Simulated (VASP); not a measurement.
# TiS2 (P-3m1) in VASP: notebook

Aim: see how the results for TiS2 move with the level of theory and the settings. Levels: LDA, PBE+D3(BJ). Tasks: relaxation of cell and atoms.

Everything below comes from runs of VASP 6.6.1. Logs are shortened: lines on timing, memory, paths and dates and some standing lists are left out, and cuts for length are marked.

### 1 The crystal as given

It takes space group P-3m1 (No. 164, trigonal). The conventional cell has a = 3.412 Å, b = 3.412 Å, c = 5.695 Å, α = 90.00°, β = 90.00°, γ = 120.00°. Ti (site symmetry -3m) has 6 S at 2.43 Å as nearest neighbours. S (site symmetry 3m) is surrounded by 3 Ti at 2.43 Å.

### 2 Relaxation of cell and atoms, LDA

INCAR

```
  PREC = Accurate
  ENCUT = 600
  EDIFF = 1E-6
  ISMEAR = 1
  SIGMA = 0.1
  LREAL = False
  LASPH = True
  NELM = 80
  ALGO = Normal
  ISIF = 3
  LWAVE = False
  LCHARG = False
  GGA = CA
  IBRION = 2
  NSW = 90
  EDIFFG = -0.01
```

KPOINTS

```
regular mesh
0
Gamma
  12 12 7
```

POSCAR

```
TiS2
1.0
    3.4120000000      0.0000000000      0.0000000000
   -1.7060000000      2.9548786777      0.0000000000
    0.0000000000      0.0000000000      5.6950000000
Ti S
1 2
Direct
    0.0000000000      0.0000000000      0.0000000000
    0.3333333333      0.6666666667      0.2500000000
    0.6666666667      0.3333333333      0.7500000000
```

Potentials or basis: VASP PAW LDA potentials, release 64 (Ti_sv, S).

Launch:

```console
cat potpaw_LDA.64/Ti_sv/POTCAR potpaw_LDA.64/S/POTCAR > POTCAR
mpirun -np 1 vasp_std > vasp.out
```

OUTCAR:

```text
PREC = Accurate
   ENCUT = 600
   EDIFF = 1E-6
   ISMEAR = 1
   LREAL = False
   LASPH = True
   NELM = 80
   ISIF = 3
   GGA = CA
   IBRION = 2
   NSW = 90
   EDIFFG = -0.01

 ion  position               nearest neighbor table
   1  0.000  0.000  0.000-   2 2.43   3 2.43   2 2.43   3 2.43   3 2.43   2 2.43
   2  0.333  0.667  0.250-   1 2.43   1 2.43   1 2.43
   3  0.667  0.333  0.750-   1 2.43   1 2.43   1 2.43

  LATTYP: Found a hexagonal cell.
 ALAT       =     3.4120000000
 C/A-ratio  =     1.6691090270

  Lattice vectors:

 A1 = (   3.4120000000,   0.0000000000,   0.0000000000)
 A2 = (  -1.7060000000,   2.9548786777,   0.0000000000)
 A3 = (   0.0000000000,   0.0000000000,   5.6950000000)

Analysis of symmetry for initial positions (statically):
=====================================================================
 Subroutine PRICEL returns:
 Original cell was already a primitive cell.

 Routine SETGRP: Setting up the symmetry group for a
 hexagonal supercell.

 Subroutine GETGRP returns: Found 12 space group operations
 (whereof 12 operations were pure point group operations)
 out of a pool of 24 trial point group operations.

The static configuration has the point symmetry D_3d.

Analysis of symmetry for dynamics (positions and initial velocities):
=====================================================================
 Subroutine PRICEL returns:
 Original cell was already a primitive cell.

 Routine SETGRP: Setting up the symmetry group for a
 hexagonal supercell.

 Subroutine GETGRP returns: Found 12 space group operations
 (whereof 12 operations were pure point group operations)
 out of a pool of 24 trial point group operations.

The dynamic configuration has the point symmetry D_3d.

 Subroutine INISYM returns: Found 12 space group operations
 (whereof 12 operations are pure point group operations),
 and found     1 'primitive' translations

----------------------------------------------------------------------------------------

                                     Primitive cell

  volume of cell :      57.4173

  direct lattice vectors                    reciprocal lattice vectors
     3.412000000  0.000000000  0.000000000     0.293083236  0.169211685  0.000000000
    -1.706000000  2.954878678  0.000000000     0.000000000  0.338423370  0.000000000
     0.000000000  0.000000000  5.695000000     0.000000000  0.000000000  0.175592625

[... 110 lines left out ...]
   GGA     = CA    functional components
   LHFCALC =     F    Hartree Fock is set to
   AEXX    =    0.0000 exact exchange contribution
   IVDW    =     0    specifies the selected vdW correction
   LEPSILON=     F    determine dielectric tensor
   LRPA    =     F    only Hartree local field effects (RPA)
 conjugate gradient relaxation of ions
 non-spin polarized calculation
 Methfessel and Paxton  Order N= 1 SIGMA  =   0.10
  energy-cutoff  :      600.00
  volume of cell :       57.42
 maximum number of plane-waves:      1943
   NGX = 13   NGY = 13   NGZ = 23

--------------------------------------- Ionic step        1  -------------------------------------------

 number of electron      23.9999999 magnetization

 Free energy of the ion-electron system (eV)
  ---------------------------------------------------
  ext. energy  EPLUGINS =         0.00000000
  ---------------------------------------------------
  free energy    TOTEN  =       -21.94274004 eV

  energy without entropy =      -21.94273151  energy(sigma->0) =      -21.94273720

------------------------ aborting loop because EDIFF is reached ----------------------------------------

  FORCE on cell =-STRESS in cart. coord.  units (eV):
  Direction    XX          YY          ZZ          XY          YZ          ZX
  --------------------------------------------------------------------------------------
  -------------------------------------------------------------------------------------
  Total       -2.3888836     -2.3888836     -1.8631173      0.0000000      0.0000000      0.0000000
  in kB      -66.6596717    -66.6596717    -51.9886316      0.0000000      0.0000000      0.0000000
  external PRESSURE =     -61.7693250 kB  Pullay stress =       0.0000000 kB
[... 92 lines left out ...]
  FREE ENERGIE OF THE ION-ELECTRON SYSTEM (eV)
  ---------------------------------------------------
  free  energy   TOTEN  =       -22.0099086725 eV

  energy  without entropy=      -22.0098871180  energy(sigma->0) =      -22.00990149

[... ionic steps 4 to 16 ...]

--------------------------------------- Ionic step       17  -------------------------------------------

 number of electron      24.0000004 magnetization

------------------------ aborting loop because EDIFF is reached ----------------------------------------
[... 69 lines left out ...]
--------------------------------------- Ionic step       19  -------------------------------------------

 number of electron      24.0000003 magnetization

 Free energy of the ion-electron system (eV)
  ---------------------------------------------------
  ext. energy  EPLUGINS =         0.00000000
  ---------------------------------------------------
  free energy    TOTEN  =       -22.03199398 eV

  energy without entropy =      -22.03217150  energy(sigma->0) =      -22.03205315

 E-fermi :   6.4396     XC(G=0): -10.9637

 val. band max:        6.4328612994   @ k =   0.0000   0.3333   0.2857
 cond. band min:       6.4525694113   @ k =   0.0000   0.0000   0.4286
 fundamental gap:      0.0197081119
 Fermi energy:         6.4395988164

 k-point     1 :       0.0000    0.0000    0.0000
  band No.  band energies     occupation
      1     -50.2315      2.00000
      2     -26.8792      2.00000
      3     -26.8128      2.00000
      4     -26.8128      2.00000
      5      -7.7292      2.00000
      6      -5.6430      2.00000
[... 433 lines left out ...]
      3     -26.8600      2.00000
      4     -26.8234      2.00000
      5      -7.3042      2.00000
      6      -5.6835      2.00000
[... 8 lines left out ...]
     15       8.1668     -0.00000
     16       9.8934      0.00000

 [... further k-points ...]

------------------------ aborting loop because EDIFF is reached ----------------------------------------

  FORCE on cell =-STRESS in cart. coord.  units (eV):
  Direction    XX          YY          ZZ          XY          YZ          ZX
  --------------------------------------------------------------------------------------
  -------------------------------------------------------------------------------------
  Total       -0.0250880     -0.0250880      0.0024985      0.0000000     -0.0000000      0.0000000
  in kB       -0.7757077     -0.7757077      0.0772531      0.0000000     -0.0000000      0.0000000
  external PRESSURE =      -0.4913875 kB  Pullay stress =       0.0000000 kB
[... 18 lines left out ...]
  FREE ENERGIE OF THE ION-ELECTRON SYSTEM (eV)
  ---------------------------------------------------
  free  energy   TOTEN  =       -22.0319939770 eV

  energy  without entropy=      -22.0321714972  energy(sigma->0) =      -22.03205315

 reached required accuracy - stopping structural energy minimisation
```

OSZICAR:

```text
N       E                     dE             d eps       ncg     rms          rms(c)
DAV:   1     0.216527454117E+03    0.21653E+03   -0.12876E+04  3584   0.167E+03
DAV:   2    -0.302048777906E+01   -0.21955E+03   -0.21755E+03  3944   0.402E+02
[... 176 lines left out ...]
  18 F= -.22031994E+02 E0= -.22032053E+02  d E =-.310444E-04
       N       E                     dE             d eps       ncg     rms          rms(c)
DAV:   1    -0.220320257114E+02   -0.32819E-04   -0.89050E-04  3824   0.389E-01    0.473E-02
DAV:   2    -0.220320211911E+02    0.45203E-05   -0.59891E-04  4576   0.223E-01    0.366E-02
DAV:   3    -0.220319954758E+02    0.25715E-04   -0.21832E-04  4752   0.105E-01    0.110E-02
DAV:   4    -0.220319937380E+02    0.17377E-05   -0.19658E-05  5128   0.383E-02    0.618E-03
DAV:   5    -0.220319939770E+02   -0.23898E-06   -0.10316E-06  2448   0.997E-03
  19 F= -.22031994E+02 E0= -.22032053E+02  d E =-.314498E-04
```

It took 15 min on 1 thread of Intel Xeon Platinum 8488C (Sapphire Rapids), shared host; peak memory 0.27 GiB.

Results:

```
Free energy                            : -22.0320 eV
Relaxed volume                         : 17.27 Å³/atom
Relaxed cell                           : a = 3.314 Å, b = 3.314 Å, c = 5.447 Å, α = 90.00°, β = 90.00°, γ = 120.00°
Space group after relaxing (to 0.05 Å) : P-3m1 (No. 164)
Energy gained by relaxing              : 29.8 meV/atom
Ionic steps                            : 19
Pressure after relaxing                : 0.0 GPa
Band gap on the k mesh                 : none (metal or under the smearing width)
```

Step by step:
```
step  energy change (eV)  largest force (eV/Å)  pressure (GPa)  volume (Å³)
   1              0.0000                0.4244           -6.18        57.42
   2              0.0054                1.1526            7.24        51.50
   3             -0.0672                0.2950           -0.32        54.39
   4             -0.0672                0.3110           -0.19        54.33
   5             -0.0757                0.2033           -0.13        53.87
   6             -0.0785                0.0763           -0.04        53.35
   7             -0.0785                0.0905           -0.02        53.41
   8             -0.0813                0.0502           -0.34        53.27
   9             -0.0860                0.0764           -1.16        52.86
  10             -0.0873                0.0472           -0.87        52.64
  11             -0.0891                0.0393            0.03        51.97
  12             -0.0891                0.0427            0.07        51.94
  13             -0.0891                0.0450            0.10        51.92
  14             -0.0891                0.0371            0.09        51.88
  15             -0.0892                0.0136            0.07        51.76
  16             -0.0892                0.0036            0.03        51.80
  17             -0.0892                0.0136           -0.12        51.87
  18             -0.0893                0.0048           -0.09        51.83
  19             -0.0893                0.0005           -0.05        51.82
```

Final structure:
```yaml
crystal:
  lattice:
    - [3.31437, 0.00000, 0.00000]
    - [-1.65719, 2.87033, 0.00000]
    - [0.00000, 0.00000, 5.44684]
  atoms:
    - { symbol: Ti, position: [0.00000, 0.00000, 0.00000] }
    - { symbol: S, position: [0.33333, 0.66667, 0.26122] }
    - { symbol: S, position: [0.66667, 0.33333, 0.73878] }
```

Levels at points of the mesh, in eV from the Fermi level:
| k point | band 8 | band 9 | band 10 | band 11 | band 12 | band 13 | band 14 | band 15 | band 16 |
| --- | --- | --- | --- | --- | --- | --- | --- | --- | --- |
| (0.00, 0.00, 0.00) | -2.78 | -2.78 | 0.29 | 0.30 | 0.30 | 0.56 | 0.56 | 0.83 | 3.61 |
| (0.50, 0.00, 0.00) | -3.87 | -3.15 | -3.00 | -2.64 | -1.62 | 0.16 | 1.76 | 2.24 | 3.92 |

LDA usually gives volumes a few per cent too small. Zero-point motion and thermal expansion aren't in these numbers.

### 3 Relaxation of cell and atoms, LDA

This run uses another cell than the first one, of 17.27 Å³/atom, 0.902 times its volume.

Edit INCAR of step 2 so:

```diff
@@ -2,3 +2,3 @@
   ENCUT = 600
-  EDIFF = 1E-6
+  EDIFF = 1E-7
   ISMEAR = 1
@@ -15,2 +15,2 @@
   NSW = 90
-  EDIFFG = -0.01
+  EDIFFG = -0.005
```

KPOINTS is that of step 2.

POSCAR

```
TiS2                                    
1.0
    3.3143739954     -0.0000000000      0.0000000000
   -1.6571869977      2.8703320776     -0.0000000000
   -0.0000000000     -0.0000000000      5.4468436826
  Ti              S             
     1     2
Direct
     0.0000000000000000    0.0000000000000000    0.0000000000000000
     0.3333333332999970    0.6666666667000030    0.2612242070116202
     0.6666666667000030    0.3333333332999970    0.7387757929883799
```

Potentials or basis: VASP PAW LDA potentials, release 64 (Ti_sv, S).

Launch:

```console
cat potpaw_LDA.64/Ti_sv/POTCAR potpaw_LDA.64/S/POTCAR > POTCAR
mpirun -np 1 vasp_std > vasp.out
```

OUTCAR:

```text
PREC = Accurate
   ENCUT = 600
   EDIFF = 1E-7
   ISMEAR = 1
   LREAL = False
   LASPH = True
   NELM = 80
   ISIF = 3
   GGA = CA
   IBRION = 2
   NSW = 90
   EDIFFG = -0.005

 ion  position               nearest neighbor table
   1  0.000  0.000  0.000-   2 2.38   3 2.38   2 2.38   3 2.38   3 2.38   2 2.38
   2  0.333  0.667  0.261-   1 2.38   1 2.38   1 2.38
   3  0.667  0.333  0.739-   1 2.38   1 2.38   1 2.38

  LATTYP: Found a hexagonal cell.
 ALAT       =     3.3143739954
 C/A-ratio  =     1.6434004401

  Lattice vectors:

 A1 = (   3.3143739954,   0.0000000000,   0.0000000000)
 A2 = (  -1.6571869977,   2.8703320776,   0.0000000000)
 A3 = (   0.0000000000,   0.0000000000,   5.4468436826)

Analysis of symmetry for initial positions (statically):
=====================================================================
 Subroutine PRICEL returns:
 Original cell was already a primitive cell.

 Routine SETGRP: Setting up the symmetry group for a
 hexagonal supercell.

 Subroutine GETGRP returns: Found 12 space group operations
 (whereof 12 operations were pure point group operations)
[... 176 lines left out ...]
  -------------------------------------------------------------------------------------
  Total       -0.0206884     -0.0206884      0.0081541      0.0000000      0.0000000      0.0000000
  in kB       -0.6396750     -0.6396750      0.2521194      0.0000000      0.0000000      0.0000000
  external PRESSURE =      -0.3424102 kB  Pullay stress =       0.0000000 kB
[... 98 lines left out ...]
--------------------------------------- Ionic step        4  -------------------------------------------

 number of electron      24.0000003 magnetization

 Free energy of the ion-electron system (eV)
  ---------------------------------------------------
  ext. energy  EPLUGINS =         0.00000000
  ---------------------------------------------------
  free energy    TOTEN  =       -22.03107297 eV

  energy without entropy =      -22.03126244  energy(sigma->0) =      -22.03113613

 E-fermi :   6.4426     XC(G=0): -10.9655

 val. band max:        6.4349438061   @ k =   0.0000   0.3333   0.2857
 cond. band min:       6.4557942103   @ k =   0.4167  -0.0000   0.4286
 fundamental gap:      0.0208504042
 Fermi energy:         6.4425948356

 k-point     1 :       0.0000    0.0000    0.0000
  band No.  band energies     occupation
      1     -50.2246      2.00000
      2     -26.8722      2.00000
      3     -26.8055      2.00000
      4     -26.8055      2.00000
      5      -7.7271      2.00000
      6      -5.6434      2.00000
[... 433 lines left out ...]
      3     -26.8530      2.00000
      4     -26.8162      2.00000
      5      -7.3017      2.00000
      6      -5.6829      2.00000
[... 8 lines left out ...]
     15       8.1712     -0.00000
     16       9.8595      0.00000

 [... further k-points ...]

------------------------ aborting loop because EDIFF is reached ----------------------------------------

  FORCE on cell =-STRESS in cart. coord.  units (eV):
  Direction    XX          YY          ZZ          XY          YZ          ZX
  --------------------------------------------------------------------------------------
  -------------------------------------------------------------------------------------
  Total        0.0002947      0.0002947     -0.0038423      0.0000000     -0.0000000      0.0000000
  in kB        0.0091146      0.0091146     -0.1188476      0.0000000     -0.0000000      0.0000000
  external PRESSURE =      -0.0335395 kB  Pullay stress =       0.0000000 kB
[... 18 lines left out ...]
  FREE ENERGIE OF THE ION-ELECTRON SYSTEM (eV)
  ---------------------------------------------------
  free  energy   TOTEN  =       -22.0310729720 eV

  energy  without entropy=      -22.0312624359  energy(sigma->0) =      -22.03113613

 reached required accuracy - stopping structural energy minimisation
```

OSZICAR:

```text
N       E                     dE             d eps       ncg     rms          rms(c)
DAV:   1     0.219787228106E+03    0.21979E+03   -0.13080E+04  3584   0.170E+03
DAV:   2    -0.181442212500E+01   -0.22160E+03   -0.21950E+03  3792   0.413E+02
DAV:   3    -0.246886341490E+02   -0.22874E+02   -0.22272E+02  5704   0.113E+02
DAV:   4    -0.253384594678E+02   -0.64983E+00   -0.64958E+00  4512   0.198E+01
[... 29 lines left out ...]
DAV:   1    -0.220310977228E+02   -0.27148E-04   -0.94009E-04  3656   0.386E-01    0.359E-02
DAV:   2    -0.220310932908E+02    0.44320E-05   -0.41277E-04  4728   0.164E-01    0.329E-02
DAV:   3    -0.220310755223E+02    0.17769E-04   -0.15408E-04  4864   0.909E-02    0.121E-02
DAV:   4    -0.220310729722E+02    0.25501E-05   -0.88274E-06  5048   0.273E-02    0.312E-03
DAV:   5    -0.220310729720E+02    0.22419E-09   -0.73401E-07  4560   0.636E-03
   4 F= -.22031073E+02 E0= -.22031136E+02  d E =-.239586E-05
```

CONTCAR:

```text
TiS2
   1.00000000000000
     3.3129192789070947   -0.0000000000000000   -0.0000000000000000
    -1.6564596394535474    2.8690722561619180    0.0000000000000000
     0.0000000000000000    0.0000000000000000    5.4495254410163803
  Ti              S
     1     2
Direct
     0.0000000000000000    0.0000000000000000    0.0000000000000000
     0.3333333332999970    0.6666666667000030    0.2612541339048059
     0.6666666667000030    0.3333333332999970    0.7387458660951941

  0.00000000E+00  0.00000000E+00  0.00000000E+00
  0.00000000E+00  0.00000000E+00  0.00000000E+00
  0.00000000E+00  0.00000000E+00  0.00000000E+00
```

Wall time 3.8 min (1 thread of Intel Xeon Platinum 8488C (Sapphire Rapids), shared host); peak memory 0.24 GiB.

Results:

```
Free energy                            : -22.0311 eV
Relaxed volume                         : 17.27 Å³/atom
Relaxed cell                           : a = 3.313 Å, b = 3.313 Å, c = 5.450 Å, α = 90.00°, β = 90.00°, γ = 120.00°
Space group after relaxing (to 0.05 Å) : P-3m1 (No. 164)
Energy gained by relaxing              : 0.0 meV/atom
Ionic steps                            : 4
Pressure after relaxing                : 0.0 GPa
Largest force after relaxing           : 0.003 eV/Å
Band gap on the k mesh                 : none (metal or under the smearing width)
```

Forces on the atoms (eV/Å):
```
Ti   0.000  0.000  0.000
S    0.000  0.000 -0.003
S    0.000  0.000  0.003
```

Final structure:
```cif
data_structure
_symmetry_space_group_name_H-M 'P 1'
_symmetry_Int_Tables_number 1
_cell_length_a 3.3129
_cell_length_b 3.3129
_cell_length_c 5.4495
_cell_angle_alpha 90.000
_cell_angle_beta 90.000
_cell_angle_gamma 120.000
_cell_volume 51.80
loop_
_atom_site_label
_atom_site_type_symbol
_atom_site_fract_x
_atom_site_fract_y
_atom_site_fract_z
_atom_site_occupancy
Ti1 Ti 0.00000 0.00000 0.00000 1
S1 S 0.33333 0.66667 0.26125 1
S2 S 0.66667 0.33333 0.73875 1
```

Levels at points of the mesh, in eV from the Fermi level:
| k point | band 8 | band 9 | band 10 | band 11 | band 12 | band 13 | band 14 | band 15 | band 16 |
| --- | --- | --- | --- | --- | --- | --- | --- | --- | --- |
| (0.00, 0.00, 0.00) | -2.77 | -2.77 | 0.29 | 0.31 | 0.31 | 0.56 | 0.56 | 0.83 | 3.62 |
| (0.50, 0.00, 0.00) | -3.87 | -3.15 | -3.00 | -2.64 | -1.62 | 0.15 | 1.77 | 2.25 | 3.93 |

(Part 1 of 2 ends here.)
